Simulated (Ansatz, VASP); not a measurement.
CdSe: VASP beside Ansatz

Contents of INCAR:

```
ALGO = Normal ; EDIFF = 1E-6
ENCUT = 520 ; GGA = PE
ISIF = 2 ; ISMEAR = 0
LASPH = True ; LCHARG = False
LREAL = False ; LWAVE = False
NBANDS = 16 ; NELM = 80
PREC = Accurate ; SIGMA = 0.05
```

File KPOINTS:

```
k-points
0
Gamma
  10 10 10
```

File POSCAR:

```
CdSe
1.0
    0.0000000000      3.2254943953      3.2254943953
    3.2254943953      0.0000000000      3.2254943953
    2.9812169531      2.9812169531      0.2442774422
Cd Se
1 1
Direct
    0.0000000000      0.0000000000      0.0000000000
    0.7500000000      0.7500000000      0.7500000000
```

Input for Ansatz:

```yaml
crystal:
  lattice:
    - [0.0, 3.2254943953, 3.2254943953]
    - [3.2254943953, 0.0, 3.2254943953]
    - [2.9812169531, 2.9812169531, 0.2442774422]
  atoms:
    - { symbol: Cd, position: [0.0, 0.0, 0.0] }
    - { symbol: Se, position: [0.75, 0.75, 0.75] }
basis:
  ecutwfc: 420
kpoints:
  mp_grid: { grid: [10, 10, 10] }
hamiltonian:
  xc: pbe
scf:
  occupations: { method: gaussian, width: 0.05 }
output:
  forces: true
  stress: true
  eigenvalues: true
```

Alike in both runs: task single point; functional PBE; k mesh 10 × 10 × 10; occupations gaussian, width 0.05 eV; no spin polarisation.

|  | VASP | Ansatz |
| --- | --- | --- |
| version | VASP 6.6.1 | Ansatz 0.2.0 |
| potentials or method | VASP PAW PBE potentials, release 64 (Cd, Se) | scalar-relativistic, plane waves, PAW |
| plane-wave cutoff (eV) | 520 | 420 |
| valence electrons in the cell | 18 | 36 |

|  | VASP | Ansatz | Ansatz less VASP |
| --- | --- | --- | --- |
| gap on the k mesh at the Fermi level (eV) | 0.59 | 0.60 | +0.002 |
| least direct gap on the mesh (eV) | 0.67 | 0.67 | +0.002 |
| pressure (GPa) | 1.5 | 1.3 | -0.28 |
| largest component of the traceless stress (GPa) | 3.87 | 3.77 | -0.096 |
| rms of the force components (eV/Å) | 0.666 | 0.641 | -0.0244 |

Atom by atom the forces differ by 0.024 eV/Å (rms over components). With one functional, cell and mesh, what is left measures potentials, basis and numerics. The two sets of potentials don't hold the same shells in valence.

Caveats: forces of over 1 eV/Å show positions far from the minimum, so gaps and moduli don't describe the material at rest. A k mesh can miss the band edges.
